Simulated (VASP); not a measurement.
The system is KTaO3.

```
CELL_PARAMETERS angstrom
3.98830 0.00000 0.00000
0.00000 3.98830 0.00000
0.00000 0.00000 3.98830
ATOMIC_POSITIONS crystal
Ta 0.00000 0.00000 0.00000
K 0.50000 0.50000 0.50000
O 0.00000 0.00000 0.50000
O 0.00000 0.50000 0.00000
O 0.50000 0.00000 0.00000
```

```yaml
Program: VASP 6.6.1
Task: single point
Functional: r2SCAN
Potentials_or_basis: VASP PAW PBE potentials, release 64 (Ta, K_pv, O)
Cutoff: 900 eV
k_mesh: 8 × 8 × 8
Occupations: gaussian, width 0.05 eV
Spin: no spin polarisation
```

On this cell: pressure 1.6 GPa; largest force zero by symmetry; band gap on the k mesh 2.52 eV, indirect (least direct gap 3.19 eV).

The same run follows on a disturbed copy (grid = ENCUT=900 k=8x8x8 ISMEAR=0 SIGMA=0.05 PREC=Accurate EDIFF=1e-08 LREAL=False ADDGRID=False LASPH=True; atoms moved at random, drawn with an rms of 0.1 Å):

```xyz
5
Lattice="3.9883 0.0000 0.0000 0.0000 3.9883 0.0000 0.0000 0.0000 3.9883" Properties=species:S:1:pos:R:3 pbc="T T T"
Ta   -0.1022   -0.0446   -0.0176
K     1.9694    2.0268    2.0445
O     0.1032    0.0923    2.0072
O    -0.0300    1.9564    0.0121
O     1.9733    0.0336   -0.0041
```

Question: What does the disturbed cell give?

Answer: The energy moves by +27.3 meV/atom; pressure 1.4 GPa; largest force 1.134 eV/Å; band gap on the k mesh 2.56 eV, indirect (least direct gap 3.30 eV).

Forces in eV/Å, atoms in the order of the input:
```
Ta   0.427  0.237  0.168
K   -0.078 -0.186 -0.289
O   -0.775 -0.758 -0.048
O   -0.061  1.131  0.048
O    0.488 -0.424  0.121
```

Stress tensor (GPa, compression positive):
```
 3.18  0.27  0.28
 0.27  1.47  0.24
 0.28  0.24 -0.44
```

Caveats: the PAW data sets were made with another functional, which shifts forces and pressure a little; spin-orbit coupling is left out, which moves the levels of the heavy elements.

A k mesh can miss the band edges.
